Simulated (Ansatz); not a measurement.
What a trial cell of InSe2 relaxes into

Method: Ansatz, DFT r2SCAN, scalar-relativistic, plane waves, PAW.

InSe2 was placed on the cubic Laves (C15) structure type (Fd-3m, No. 227), with In in place of Mg, Se in place of Cu, at a guessed volume.

Input of the last, converged step (default PAW datasets):

```yaml
crystal:
  lattice:
    - [0.0, 4.1871067836, 4.1871067836]
    - [4.1871067836, 0.0, 4.1871067836]
    - [4.1871067836, 4.1871067836, 0.0]
  atoms:
    - { symbol: In, position: [0.0, 0.0, 0.0] }
    - { symbol: In, position: [0.25, 0.25, 0.25] }
    - { symbol: Se, position: [0.625, 0.625, 0.625] }
    - { symbol: Se, position: [0.125, 0.625, 0.625] }
    - { symbol: Se, position: [0.625, 0.625, 0.125] }
    - { symbol: Se, position: [0.625, 0.125, 0.625] }
basis:
  ecutwfc: 500
kpoints:
  mp_grid: { grid: [8, 8, 8] }
hamiltonian:
  xc: r2scan
scf:
  occupations: { method: gaussian, width: 0.1 }
output:
  forces: true
  stress: true
  eigenvalues: true
relax:
  adjacent_minimum: "off"
  f_tol: 0.01
  max_steps: 80
  cell: { stress_tol: 0.05 }
```

Launched as:

```bash
ansatz run input.yaml --threads 1 --pin off --max-ram 3072MiB --backend cpu --events-out ev --progress --plain --runs-dir out
```

It took 2 min on 1 thread of Arm Neoverse V2, on a shared host, peak memory 0.91 GiB.

End of the output:

```
SCF converged after 6 iterations
Free energy (F): -33134.638458 eV
Harris-Foulkes:  -33134.638458 eV  (|F-HF|=1.02e-10)
Internal energy: -33134.619613 eV  (E = F + TS)
E sigma→0 (E₀):  -33134.629036 eV
Entropy (-TS):   -0.018845 eV (-3.141 meV/atom)
Fermi energy:    8.968591 eV
--- Per-component energies (eV) ---
  E_band       = -1632.120791
  E_kinetic    = 945.324309
  E_local      = -11739.927459  (includes V_loc(G=0)·N_el)
  E_nonlocal   = -1644.355975
  E_hartree    = 5593.973347
  E_xc         = -793.922902
  E_vxc        = -634.623440  (∫ρ·V_xc dr)
  E_paw        = -16058.290986  (= ΣΔE_a)
  E_vpaw       = 217.460578  (= ΣTr[D̂ρ^β])
  E_aug_tail   = -0.000788  (compensation charges beyond the density's cutoff)
  E_vtau       = 36.055250  (kinetic-family band-sum trace: ∫τ·v_τ [+ j·A + Jᵃ·Aᵃ] dr)
  E_ewald      = -9432.291168
  E_core_change = -5.127989  (= ΣΔE_core)
  E_smearing   = -0.018845  (= −TS)
  E_closure    = 0.000000  (closes the sum)
  Σ components = -33134.638458   (vs F -33134.638458, Δ=0.00e0)
--- Forces (eV/Å), atoms counted from 1 ---
  atom   1  In     0.00000000     0.00000000     0.00000000
  atom   2  In     0.00000000     0.00000000     0.00000000
  atom   3  Se     0.00000000     0.00000000     0.00000000
  atom   4  Se     0.00000000     0.00000000     0.00000000
  atom   5  Se     0.00000000     0.00000000     0.00000000
  atom   6  Se     0.00000000     0.00000000     0.00000000
  max |Σ_I F_I| component: 9.25e-18 eV/Å
--- Stress (GPa, compression-positive) ---
       -0.006980       0.000000       0.000000
        0.000000      -0.006980       0.000000
        0.000000       0.000000      -0.006980
  P = ⅓ Tr σ = -0.0070 GPa (-0.070 kbar)
--- Relaxed structure (3 steps of the walk, 3 accepted, 1 SCFs on fresh bases) ---
  F+E_penalty+E_count = -33134.63845786 eV   max|allowed force component| = 8.866e-17 eV/Å   (the final SCF, on the basis selected at the relaxed cell)
  cell:  # Å, volume = 151.2534 Å³
    - [0.000000, 4.228877, 4.228877]
    - [4.228877, 0.000000, 4.228877]
    - [4.228877, 4.228877, 0.000000]
  atoms:
    - { symbol: In, position: [0.000000, 0.000000, 0.000000] }
    - { symbol: In, position: [0.25, 0.25, 0.25] }
    - { symbol: Se, position: [0.625000, 0.625000, 0.625000] }
    - { symbol: Se, position: [0.125, 0.625000, 0.625000] }
    - { symbol: Se, position: [0.625000, 0.625000, 0.125] }
    - { symbol: Se, position: [0.625000, 0.125, 0.625000] }
```

Absolute energies hang on the potentials; compare differences alone.

The result has space group Fd-3m (No. 227). Around In lie 12 Se at 3.51 Å and 4 In at 3.66 Å; Se is coordinated by 6 Se at 2.99 Å and 6 In at 3.51 Å.

Against the elements it lies at 0.25 eV/atom. Formation energies are uncorrected and refer to the elements' standard structures at the same level.

For metals, differences of a few meV/atom aren't resolved.

Symmetry constrained the relaxation, so the result can be a saddle point.